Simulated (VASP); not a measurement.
Sb:

```
CELL_PARAMETERS angstrom
2.15420 1.24373 3.75800
-2.15420 1.24373 3.75800
0.00000 -2.48746 3.75800
ATOMIC_POSITIONS crystal
Sb 0.23349 0.23349 0.23349
Sb 0.76651 0.76651 0.76651
```

* Program: VASP 6.6.1
* Task: relaxation of cell and atoms
* Functional: LDA
* Potentials or basis: VASP PAW LDA potentials, release 64 (Sb)
* Cutoff: 600 eV
* k mesh: 10 × 10 × 10
* Occupations: methfessel-paxton, width 0.1 eV
* Spin: no spin polarisation

At the start: pressure -0.9 GPa; volume 30.21 Å³/atom.

**Question.** Where does the relaxation end?

**Answer.** Over 10 steps the energy falls by 5.3 meV/atom and the volume is 29.29 Å³/atom (-3.0 %); space group R-3m (No. 166, to 0.05 Å).

Step by step:
```
step  energy change (eV)  largest force (eV/Å)  pressure (GPa)  volume (Å³)
   1              0.0000                0.1054           -0.91        60.41
   2             -0.0046                0.1897            0.42        58.93
   3             -0.0047                0.1818            0.29        59.06
   4             -0.0085                0.1011            0.21        58.81
   5             -0.0105                0.0049            0.13        58.48
   6             -0.0105                0.0027            0.12        58.45
   7             -0.0105                0.0115           -0.14        58.71
   8             -0.0105                0.0073           -0.02        58.59
   9             -0.0105                0.0072           -0.02        58.59
  10             -0.0105                0.0009            0.00        58.58
```

Final structure:
```
Sb
1.0
     2.15039    1.24153    3.65698
    -2.15039    1.24153    3.65698
     0.00000   -2.48306    3.65698
Sb
2
Direct
  0.23623 0.23623 0.23623
  0.76377 0.76377 0.76377
```
